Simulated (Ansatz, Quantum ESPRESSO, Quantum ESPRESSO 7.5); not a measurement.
# 2H-WSe2, 1 layer: biaxial strain by an ASE script

Aim: band edges, gap and stiffness of 2H-WSe2, 1 layer under biaxial strain.

Program: Quantum ESPRESSO 7.5. Level of theory: plane-wave DFT, PBE, GBRV ultrasoft pseudopotentials (geometry by Ansatz 0.2.0 with PAW datasets; geometry under PBE). Results are calculated unless marked as measured.

Most raw output is cut from this account.

**1. Set-up**

The cell holds 3 atoms: 2 Se and 1 W. Cell: a = 3.320 Å, b = 3.320 Å, c = 18.740 Å, α = 90.0°, β = 90.0°, γ = 120.0°. It derives from WSe2. Vacuum lies along c.

**2. Geometry from Ansatz**

The geometry comes first, from a plane-wave PAW code, so that the later runs on this slab share one structure.

File input.yaml:

```yaml
crystal:
  lattice:
    - [3.32, 0.0, 0.0]
    - [-1.66, 2.8752043406, 0.0]
    - [0.0, 0.0, 18.7403479339]
  atoms:
    - { symbol: Se, position: [0.3333333333, 0.6666666667, 0.4002060168] }
    - { symbol: W, position: [0.0, 0.0, 0.5] }
    - { symbol: Se, position: [0.3333333333, 0.6666666667, 0.5997939832] }
kpoints:
  mp_grid: { grid: [12, 12, 1] }
hamiltonian:
  xc: pbe
scf:
  occupations: { method: fermi_dirac, width: 0.05 }
  convergence: { dr2_threshold: 1.0e-08 }
efield:
  axis: 3
  dipole_correction: true
  ramp_position: 0.97
  ramp_width: 0.04
relax:
  f_tol: 0.01
  cell: { fix: [c, alpha, beta] }
output:
  write_potential: true
  write_density: true
  volumetric_format: npy
```

Launch:

```bash
$ ansatz run input.yaml --threads 2 --pin off --max-ram 4096MiB --backend cpu --events-out ev --progress --plain --runs-dir out
```

Run time: 35 s. Hardware: 2 threads of Arm Neoverse N1, shared host; peak memory 0.48 GiB.

Relaxation path:

```
step  energy less that of the first step (eV)  largest force component (eV/Å)  pressure (GPa)  volume (Å³)
   1                                   0.0000                          2.5104           -4.55       178.89
   2                                  -0.5208                          0.2311            0.68       177.01
   3                                  -0.5254                          0.0664           -0.24       179.81
   4                                  -0.5262                          0.0070           -0.01       178.88
  5*                                  -0.5262                          0.0070           -0.01       178.88
```

Relaxation steps marked * repeat the geometry before them on a plane-wave basis chosen anew for their cell, so energy and pressure can jump there.

Forces are held to the 6 operations that the run works with; a distortion that breaks them can't arise in this run.

```
cell as run  before  after  change
      a (Å)   3.320  3.320  -0.0 %
      b (Å)   3.320  3.320  -0.0 %
```

The atoms that moved most (Å, along periodic axes as changes of fractional coordinates times the final cell, across vacuum about the mean position):

| atom | dx | dy | dz | length |
| --- | --- | --- | --- | --- |
| Se3 | 0.000 | 0.000 | -0.191 | 0.191 |
| Se1 | 0.000 | 0.000 | 0.191 | 0.191 |

The relaxed structure:

```xyz
3
Lattice="3.3199 0.0000 0.0000 -1.6599 2.8751 0.0000 0.0000 0.0000 18.7403" Properties=species:S:1:pos:R:3
Se    0.0000    1.9167    7.6914
W     0.0000    0.0000    9.3702
Se    0.0000    1.9167   11.0490
```

Numbers from this step:

- free energy: -21324.6591 eV
- Fermi energy: 1.715 eV
- gap by band count: 1.552 eV
- symmetry operations: 6
- dipole along the normal: 1.22e-5 e·Å
- vacuum level at the upper face over a Fermi level inside the gap: 4.319 eV
- vacuum level at the lower face over a Fermi level inside the gap: 4.319 eV

**3. The script**

Under ESM bc1 levels count from the vacuum, or from the mean of the two vacuum levels where the sheet has a dipole, so band edges at unlike strains can be compared.

Level of this step: plane-wave DFT, PBE, GBRV ultrasoft pseudopotentials (Quantum ESPRESSO 7.5).

File run.py:

```python
import json
import numpy as np
from ase import Atoms
from ase.calculators.espresso import Espresso, EspressoProfile

profile = EspressoProfile(command='mpirun -n 2 pw.x -nk 2', pseudo_dir='../pseudo')
pseudopotentials = {'Se': 'se_pbe_v1.uspp.F.UPF', 'W': 'w_pbe_v1.2.uspp.F.UPF'}
system = {'ecutwfc': 40, 'ecutrho': 200, 'occupations': 'smearing', 'smearing': 'fd', 'degauss': 0.002}


def calculator(name, kpts, **extra):
    data = dict(control=dict(tprnfor=True, verbosity='high', disk_io='none'),
                system=system | extra,
                electrons=dict(conv_thr=1e-09, mixing_beta=0.4, mixing_mode='plain',
                               electron_maxstep=100))
    return Espresso(profile=profile, directory=name, pseudopotentials=pseudopotentials, kpts=kpts, input_data=data)


def centre(atoms):
    z = atoms.positions[:, 2]
    atoms.positions[:, 2] -= (z.max() + z.min()) / 2  # ESM wants the slab about z = 0
    return atoms

sheet = Atoms(
    ['Se', 'W', 'Se'],
    scaled_positions=[
        [0.3333333333, 0.6666666667, 0.4104176239],
        [0.0000000000, 0.0000000000, 0.5000000044],
        [0.3333333333, 0.6666666667, 0.5895823717]],
    cell=[
        [3.319892571519, 0.000000000000, 0.000000000000],
        [-1.659946285759, 2.875111304771, 0.000000000000],
        [0.000000000000, 0.000000000000, 18.740347933900]],
    pbc=True)

rows = []
for strain in [-0.03, -0.015, 0.0, 0.015, 0.03]:
    atoms = sheet.copy()
    atoms.set_cell(sheet.cell.array * [[1 + strain], [1 + strain], [1]], scale_atoms=True)
    atoms = centre(atoms)
    atoms.calc = calculator(f's{strain:+.3f}', (12, 12, 1), assume_isolated='esm', esm_bc='bc1', nbnd=17)
    energy = atoms.get_potential_energy()
    levels = np.array([atoms.calc.get_eigenvalues(kpt=i) for i in range(len(atoms.calc.get_ibz_k_points()))])
    top, bottom = levels[:, 12].max(), levels[:, 13].min()
    direct = (levels[:, 13] - levels[:, 12]).min()
    rows.append([strain, energy, top, bottom, direct])
    print(f'strain {strain:+.3f}: E = {energy:.5f} eV, valence top {top:.3f}, conduction bottom {bottom:.3f}, '
          f'gap {bottom - top:.3f}, least direct gap {direct:.3f} eV')

x, energy, top, bottom, direct = np.array(rows).T
area = np.linalg.norm(np.cross(*sheet.cell[:2]))
stiffness = np.polyfit(x, energy, 2)[0] / area * 16.0218  # C11 + C12, heights clamped
print(f'valence and conduction edges move by {np.polyfit(x, top, 1)[0]:.2f} and {np.polyfit(x, bottom, 1)[0]:.2f} eV per unit biaxial strain')
print(f'C11 + C12 with clamped heights: {stiffness:.1f} N/m')
json.dump(dict(rows=rows, stiffness=stiffness), open('result.json', 'w'))
```

Launch:

```bash
$ OMP_NUM_THREADS=1 python run.py
```

It took 7.2 min on 2 MPI ranks; peak memory 0.57 GiB; 14 min of CPU time.

Numbers from this step:

```
biaxial stiffness : 186.7 N/m
```

Table of band edge from the vacuum level by biaxial strain:

```csv
biaxial strain (%),valence top (eV),conduction bottom (eV)
-3.00,-5.03,-3.37
-1.50,-5.06,-3.39
0.00,-5.09,-3.54
1.50,-5.13,-3.72
3.00,-5.17,-3.89
```

Gap against biaxial strain:

```csv
biaxial strain (%),on the mesh (eV),least direct (eV)
-3.00,1.65,1.89
-1.50,1.67,1.71
0.00,1.55,1.55
1.50,1.41,1.41
3.00,1.28,1.28
```

The energy over the lowest by biaxial strain:

```
biaxial strain (%)  energy over the lowest (meV)
             -3.00                           111
             -1.50                          27.3
              0.00                             0
              1.50                          22.5
              3.00                          89.3
```

**4. Running the series: LDA, GBRV ultrasoft**

Level of this step: plane-wave DFT, LDA, GBRV ultrasoft pseudopotentials (Quantum ESPRESSO 7.5).

run.py is the input of step 3 with these lines changed:

```diff
@@ -6,3 +6,3 @@
 profile = EspressoProfile(command='mpirun -n 2 pw.x -nk 2', pseudo_dir='../pseudo')
-pseudopotentials = {'Se': 'se_pbe_v1.uspp.F.UPF', 'W': 'w_pbe_v1.2.uspp.F.UPF'}
+pseudopotentials = {'Se': 'se_lda_v1.uspp.F.UPF', 'W': 'w_lda_v1.2.uspp.F.UPF'}
 system = {'ecutwfc': 40, 'ecutrho': 200, 'occupations': 'smearing', 'smearing': 'fd', 'degauss': 0.002}
```

Launch:

```bash
$ OMP_NUM_THREADS=1 python run.py
```

It took 7.4 min on 2 MPI ranks; peak memory 0.57 GiB.

Read from the output:

* biaxial stiffness: 174.2 N/m

The band edge from the vacuum level by biaxial strain:

```csv
biaxial strain (%),valence top (eV),conduction bottom (eV)
-3.00,-5.32,-3.69
-1.50,-5.35,-3.70
0.00,-5.38,-3.84
1.50,-5.41,-4.02
3.00,-5.45,-4.18
```

The gap by biaxial strain:

| biaxial strain (%) | on the mesh (eV) | least direct (eV) |
| --- | --- | --- |
| -3.00 | 1.63 | 1.87 |
| -1.50 | 1.65 | 1.69 |
| 0.00 | 1.54 | 1.54 |
| 1.50 | 1.40 | 1.40 |
| 3.00 | 1.27 | 1.27 |

Energy over the lowest against biaxial strain:

```csv
biaxial strain (%),energy over the lowest (meV)
-3.00,0
-1.50,3.63
0.00,59.9
1.50,163
3.00,307
```

**5. The script, with ecutwcf = 40**

Another try, with an input changed as a hurried user might.

Level of this step: plane-wave DFT, PBE, GBRV ultrasoft pseudopotentials (Quantum ESPRESSO 7.5).

run.py is the input of step 3 with these lines changed:

```diff
@@ -7,3 +7,3 @@
 pseudopotentials = {'Se': 'se_pbe_v1.uspp.F.UPF', 'W': 'w_pbe_v1.2.uspp.F.UPF'}
-system = {'ecutwfc': 40, 'ecutrho': 200, 'occupations': 'smearing', 'smearing': 'fd', 'degauss': 0.002}
+system = {'ecutwfc': 40, 'ecutrho': 200, 'occupations': 'smearing', 'smearing': 'fd', 'degauss': 0.002, 'ecutwcf': 40}
 
@@ -14,3 +14,3 @@
                 electrons=dict(conv_thr=1e-09, mixing_beta=0.4, mixing_mode='plain',
-                               electron_maxstep=100))
+                               electron_maxstep=60))
     return Espresso(profile=profile, directory=name, pseudopotentials=pseudopotentials, kpts=kpts, input_data=data)
@@ -36,3 +36,3 @@
 rows = []
-for strain in [-0.03, -0.015, 0.0, 0.015, 0.03]:
+for strain in [-0.03, -0.015, 0.0]:
     atoms = sheet.copy()
```

Launch:

```bash
$ OMP_NUM_THREADS=1 python run.py
```

Elapsed: 2 s, on 2 MPI ranks; peak memory 0.16 GiB.

The program refused the input before any cycle.

A key was misspelt on purpose.

The namelist reader stops at a key that the namelist doesn't hold; the line has to be put right or, where the proper key already stands in the input, deleted.

**6. A check by hand**

Under equal strain ε in the plane, E = A (C11 + C12) ε². From the points at ±1.5 %: d²E/dε² = (27.35 + 22.46 − 2 × 0.00) meV / 0.015² = 221 eV, and 221/(2 × 9.545 Å²) × 16.02 = 186 N/m.

**7. What came out**

| Quantity | Value |
| --- | --- |
| C11 + C12, heights clamped, PBE, GBRV ultrasoft | 187 N/m |
| gap on the mesh at zero strain, PBE, GBRV ultrasoft | 1.55 eV |
| valence top below the vacuum at zero strain, PBE, GBRV ultrasoft | 5.09 eV |
| shift of the valence top per unit biaxial strain, PBE, GBRV ultrasoft | -2.4 eV |
| C11 + C12, heights clamped, LDA, GBRV ultrasoft | 174 N/m |
| gap on the mesh at zero strain, LDA, GBRV ultrasoft | 1.54 eV |
| valence top below the vacuum at zero strain, LDA, GBRV ultrasoft | 5.38 eV |
| shift of the valence top per unit biaxial strain, LDA, GBRV ultrasoft | -2.2 eV |

In words: The sheet's biaxial stiffness comes to 187 N/m and its gap at zero strain to 1.55 eV (PBE, GBRV ultrasoft). From −3 % to +3 % the gap on the mesh goes from 1.65 to 1.28 eV; it is direct at some strains and indirect at others. The conduction bottom bends along the series, so the script's straight-line slope describes it poorly. Heights are clamped under strain, which makes a sheet with several atomic planes too stiff. Zero strain is the PBE cell; under LDA the energy is lowest near -2.5 %, so its stiffness is taken away from its own minimum. Semilocal gaps are too small. Spin-orbit coupling is left out; depending on the atoms that carry the levels of interest, it can split and shift them by tenths of an eV to an eV or more.

[Logs are printed without paths, hosts, clocks, repeated set-up lines and the standing remarks that a program may print on its own settings, such as how far it seeks lower states.]

[Hosts, paths, dates, database ids (printed as entryN), source tags and the programs' standing remarks are cut or masked in the printed files.]

[Maps of the electrostatic potential energy from Ansatz leave out the sawtooth potential of an applied field or a dipole correction, so their vacuum need not be flat; planar profiles and work functions include it.]
